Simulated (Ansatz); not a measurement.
## Rh: band structure with RPBE

Rh:

```
Rh
1.0
     0.00000    1.89785    1.89785
     1.89785    0.00000    1.89785
     1.89785    1.89785    0.00000
Rh
1
Direct
  0.00000 0.00000 0.00000
```

- Program: Ansatz 0.2.0
- Task: band structure
- Functional: RPBE
- Potentials or basis: all-electron LAPW, scalar-relativistic
- Cutoff: 278 eV (chosen from the basis error)
- Basis error allowed: 0.001 eV/atom
- k mesh: 12 × 12 × 12
- Occupations: fermi-dirac, width 0.05 eV
- Spin: no spin polarisation

| Property | Result |
| --- | --- |
| Pressure | 12.0 GPa |
| Band gap along the path | none (metal or under the smearing width) |

Levels at the corners of the path, in eV from the Fermi level:
```csv
point,band 10,band 11,band 12,band 13,band 14,band 15,band 16,band 17
Γ,-7.97,-3.12,-3.12,-3.12,-1.02,-1.02,15.78,21.18
X,-6.38,-6.01,0.52,0.97,0.97,3.29,12.34,13.33
W,-5.07,-3.84,-3.84,-1.24,0.98,9.67,9.67,11.34
K,-5.57,-4.81,-2.09,-0.72,0.36,7.91,8.66,12.10
Γ,-7.97,-3.12,-3.12,-3.12,-1.02,-1.02,15.78,21.18
L,-6.16,-3.20,-3.20,0.55,0.55,0.73,8.71,15.33
U,-5.57,-4.81,-2.09,-0.72,0.36,7.91,8.66,12.10
W,-5.07,-3.84,-3.84,-1.24,0.98,9.67,9.67,11.34
```

It took 6.6 s on 1 thread of Arm Neoverse V2 (shared host), peak memory 0.27 GiB.
